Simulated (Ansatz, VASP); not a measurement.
## H3C2N in VASP and in Ansatz

```xyz
36
Lattice="7.7739 0.0000 0.0000 0.0000 7.7739 0.0000 0.0000 0.0000 7.7739" Properties=species:S:1:pos:R:3 pbc="T T T"
C     2.2256    0.3796    4.3751
C     2.0351    1.0487    3.1051
C     6.5161   -0.0529    6.3687
C     5.2409   -0.3608    6.9835
C     7.4033    4.0952    2.3838
C     8.0211    4.6762    3.5563
C     3.5242    4.7280    2.0456
C     4.1615    5.3183    3.2026
C     6.4856    0.0945    2.4312
C     5.6706    1.1240    3.0292
C     3.4705    3.4099    6.2808
C     4.7948    3.3384    6.8667
N     1.8417    1.5741    2.0830
N     4.2279   -0.6051    7.4989
N     8.5247    5.1528    4.4926
N     4.6949    5.8092    4.1131
N     5.0326    1.9641    3.5186
N     5.8482    3.2653    7.3575
H     1.7595   -0.6218    4.3650
H     3.2959    0.2620    4.5811
H     1.7634    0.9692    5.1862
H     6.9274   -0.9495    5.8837
H     6.3821    0.7488    5.6300
H     7.2201    0.3108    7.1302
H     7.2225    4.8571    1.6145
H     8.0552    3.3186    1.9594
H     6.4453    3.6397    2.6652
H     3.0654    5.5145    1.4285
H     4.2813    4.2163    1.4363
H     2.7777    3.9829    2.3507
H     7.4207    0.5339    2.0539
H     6.7079   -0.6759    3.1816
H     5.9308   -0.3728    1.6058
H     3.1137    4.4504    6.2569
H     3.5198    3.0342    5.2500
H     2.7721    2.7953    6.8703
```

Alike in both runs: functional PBE; dispersion D3(BJ); k mesh 1 × 1 × 1; occupations fermi-dirac, width 0.02 eV; no spin polarisation.

Ansatz relaxed the structure, and its values are those at the end. VASP's run is a single point on that final structure, the one shown.

```csv
,VASP,Ansatz
version,VASP 6.6.1,Ansatz 0.2.0
potentials or method,"VASP PAW PBE potentials, release 64 (C, N, H)","scalar-relativistic, plane waves, PAW"
plane-wave cutoff (eV),520,420
valence electrons in the cell,96,96
```

VASP gave:

- gap on the k mesh at the Fermi level (eV): 6.59
- rms of the force components (eV/Å): 0.091
- dispersion energy (meV/atom): -50.6

Problem. Estimate Ansatz's values.

Solution. gap on the k mesh at the Fermi level (eV): 6.58; rms of the force components (eV/Å): 0.071; dispersion energy (meV/atom): -50.6.

Ansatz warned: «xc_potential_rough_in_thin_density».

Caveats: the standard files for N, O and F lose accuracy on very short bonds. Expect the measured gap to be larger: semilocal functionals such as PBE lack the derivative discontinuity.
